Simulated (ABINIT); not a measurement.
## ZrSe2 in ABINIT: convergence with cutoff

ZrSe2:

```
Zr Se
1.0
     3.79800    0.00000    0.00000
    -1.89900    3.28916    0.00000
     0.00000    0.00000    6.19200
Zr Se
1 2
Cartesian
  0.0000 0.0000 0.0000
  1.8990 1.0964 4.6440
  0.0000 2.1928 1.5480
```

| Property | Result |
| --- | --- |
| Program | ABINIT 10.8.3 (patched build) |
| Task | single point |
| Functional | PBEsol |
| Potentials or basis | JTH PAW PBE v2.0 |
| Cutoff | 190 eV |
| k mesh | 8 × 8 × 5 |
| Occupations | gaussian, width 0.1 eV |
| Spin | no spin polarisation |

These are the settings of the first run; the series varies cutoff, with any setting tied to it.

Hardware: 1 thread of Arm Neoverse V2, on a shared host.

Problem. The values tried are 7 Ha, 8.5 Ha, 10 Ha, 12 Ha, 14.5 Ha, 17 Ha, 19.5 Ha, 23 Ha, 27 Ha, loosest first. From which on does the largest force stay within 0.005 eV/Å of the tightest run that finished?

Solution. From 14.5 Ha on.

| cutoff | energy less the tightest run, at zero smearing (meV/atom) | largest force (eV/Å) | gap on the mesh (eV) | SCF cycles | CPU time (s) | peak memory (GiB) |
| --- | --- | --- | --- | --- | --- | --- |
| 7 Ha | 196.75 | 0.095 | 0.353 | 13 | 18 | 0.13 |
| 8.5 Ha | 82.07 | 0.097 | 0.364 | 13 | 20 | 0.13 |
| 10 Ha | 70.90 | 0.094 | 0.363 | 13 | 26 | 0.14 |
| 12 Ha | 37.08 | 0.093 | 0.359 | 13 | 29 | 0.14 |
| 14.5 Ha | 9.81 | 0.090 | 0.359 | 13 | 35 | 0.15 |
| 17 Ha | 4.82 | 0.088 | 0.360 | 13 | 42 | 0.16 |
| 19.5 Ha | 4.00 | 0.089 | 0.359 | 13 | 47 | 0.17 |
| 23 Ha | 1.25 | 0.088 | 0.359 | 12 | 54 | 0.18 |
| 27 Ha | 0.00 | 0.088 | 0.359 | 13 | 75 | 0.2 |

Against the tightest run, the gap on the mesh stays within 0.01 eV from 7 Ha on. Not settled before the last step: the energy (to 1 meV/atom). The tightest run that finished is the yardstick and may itself not be fully converged.

Caveat, for the tightest run too: the PAW data sets were made with another functional, which shifts forces and pressure a little; an odd mesh through Γ misses points on the zone boundary, where band edges often lie.
